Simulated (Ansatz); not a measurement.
# Si: the cost of one run

Computed with Ansatz 0.2.0 (DFT PBE, scalar-relativistic, plane waves, PAW, unless a step's input says otherwise).

28 further runs of the same task are left out: 28 set aside as unsound or not needed. Runs told in other sessions of the task aren't counted.

### 1 The starting structure

Symmetry: P6/mmm, No. 191, hexagonal system. Conventional cell: a = 3.626 Å, b = 3.626 Å, c = 28.000 Å, α = 90.00°, β = 90.00°, γ = 120.00°. Around Si (site symmetry -6m2) lie 3 Si at 2.09 Å.

Structure file:

```xyz
2
Lattice="3.6260 0.0000 0.0000 -1.8130 3.1402 0.0000 0.0000 0.0000 28.0000" Properties=species:S:1:pos:R:3 pbc="T T T"
Si    0.0000    2.0935   14.0000
Si    1.8130    1.0467   14.0000
```

This is the geometry of the first run shown, built on a cell relaxed beforehand with the same method.

### 2 Plan of the line

Atoms count from 1 in the order of the input.

The lattice constant and the buckling of a sheet are varied, nothing relaxed.

The axes are (1) lattice constant a of the sheet (both vectors scaled alike): 8 values from 3.626 to 4.061 Å; (2) buckling: height of Si1 above Si2: 8 values from 0.000 to 1.000 Å.

Nothing else is relaxed. Points are written as (first, second).

### 3 The run at (3.626 Å, 0.000 Å)

Along c the cell is not periodic, so the sheet has no images above or below.

input.yaml reads:

```yaml
crystal:
  lattice:
    - [3.626, 0.0, 0.0]
    - [-1.813, 3.1402081141, 0.0]
    - [0.0, 0.0, 28.0]
  atoms:
    - { symbol: Si, position: [0.3333333333, 0.6666666667, 0.5] }
    - { symbol: Si, position: [0.6666666667, 0.3333333333, 0.5] }
  periodic: [true, true, false]
basis:
  ecutwfc: 420
kpoints:
  mp_grid: { grid: [15, 15, 1] }
hamiltonian:
  xc: pbe
  pseudopotentials: { kind: paw, azcp: { folder: soft_1 } }
scf:
  occupations: { method: gaussian, width: 0.1 }
output:
  forces: true
  stress: true
  eigenvalues: true
```

On the command line:

```sh
ansatz run input.yaml --threads 1 --pin off --max-ram 3072MiB --backend cpu --events-out ev --progress --plain --runs-dir out
```

What time and memory should one allow on 1 thread of Arm Neoverse V1, shared host?

About 5.3 s, with a peak of 0.43 GiB.
